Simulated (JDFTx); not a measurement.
Crystal: Tb.

```xyz
1
Lattice="-2.0100 2.0100 2.0100 2.0100 -2.0100 2.0100 2.0100 2.0100 -2.0100" Properties=species:S:1:pos:R:3 pbc="T T T"
Tb    0.0000    0.0000    0.0000
```

This isn't the form of Tb at room conditions, which is hcp.

| Property | Result |
| --- | --- |
| Program | JDFTx 1.7.0 (patched build) |
| Task | single point |
| Functional | PBE |
| Potentials or basis | PseudoDojo-SR-PBE-0.4 3+ lanthanide files with smoothed tails |
| Cutoff | 680 eV |
| Density cutoff | 2721 eV |
| k mesh | 9 × 9 × 9 |
| Occupations | fermi-dirac, width 0.05 eV |
| Spin | no spin polarisation |

On this cell: pressure -0.4 GPa; band gap on the k mesh none (metal or under the smearing width).

The same run follows on a disturbed copy (cell strained at random at fixed volume):

```
Tb
1.0
    -2.04351    2.05095    1.97807
     2.04838   -2.05283    1.98482
     1.99484    2.00416   -1.97995
Tb
1
Direct
  0.99149 0.00208 0.00987
```

Q: What changes?

A: The energy (extrapolated to zero smearing) moves by +0.2 meV/atom; pressure -0.4 GPa; band gap on the k mesh none (metal or under the smearing width).

Stress tensor (GPa, compression positive):
```
-0.30  0.50 -0.04
 0.50 -0.09  0.02
-0.04  0.02 -0.93
```

Caveats: the 4f electrons are frozen in the core as for a trivalent ion, so they carry no moment and show no levels.
